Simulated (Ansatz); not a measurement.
# TiO2: changing the pressure

The cell as given:

```cif
data_structure
_symmetry_space_group_name_H-M 'P 1'
_symmetry_Int_Tables_number 1
_cell_length_a 5.4582
_cell_length_b 5.4582
_cell_length_c 5.4582
_cell_angle_alpha 139.435
_cell_angle_beta 139.435
_cell_angle_gamma 58.713
_cell_volume 68.13
loop_
_atom_site_label
_atom_site_type_symbol
_atom_site_fract_x
_atom_site_fract_y
_atom_site_fract_z
_atom_site_occupancy
Ti1 Ti 0.75000 0.25000 0.50000 1
Ti2 Ti 0.00000 0.00000 0.00000 1
O1 O 0.79190 0.79190 0.00000 1
O2 O 0.54190 0.04190 0.50000 1
O3 O 0.95810 0.45810 0.50000 1
O4 O 0.20810 0.20810 0.00000 1
```

Kept alike: task relaxation of cell and atoms; functional PBEsol; k mesh 10 × 10 × 10; occupations fermi-dirac, width 0.05 eV; no spin polarisation. Program: Ansatz, Ansatz PAW, cutoff 420 eV. The mesh is that of the run's cell of 6 atoms. No spin-orbit coupling.

| pressure, P (GPa) | band gap (eV) | volume (Å³/atom) |
| --- | --- | --- |
| 0 | 2.122 | 11.312 |
| 2 | 2.108 | 11.189 |
| 5 | 2.087 | 11.013 |
| 10 | 2.035 | 10.734 |
| 20 | ? | ? |
| 30 | 1.742 | 9.792 |

Gaps hold for each row's own relaxed cell. The relaxations keep at least the cell's symmetry (I4_1/amd). The runs follow the start's structure, whether or not it is the stable one at these pressures. Ansatz's relaxations hold a Pulay term in the stress (up to 0.8 GPa here). A gap read on the mesh alone can miss an edge between its points. All rows use potentials made for PBE.

Problem. Fit the rows shown and predict the run at 20 GPa.

Solution. A least-squares parabola through the rows shown is band gap = -0.0002034 P² - 0.006588 P + 2.1226 (largest miss 0.0024); at P = 20 it gives 1.909 eV. Murnaghan's form V = V0 (1 + B′P/B0)^(-1/B′) through the rows shown has V0 = 11.3119, B0 = 181.8 GPa and B′ = 1.82 (largest miss 0.0006); at P = 20 it gives 10.233 Å³/atom. The run gave: band gap 1.882 eV; volume 10.230 Å³/atom.
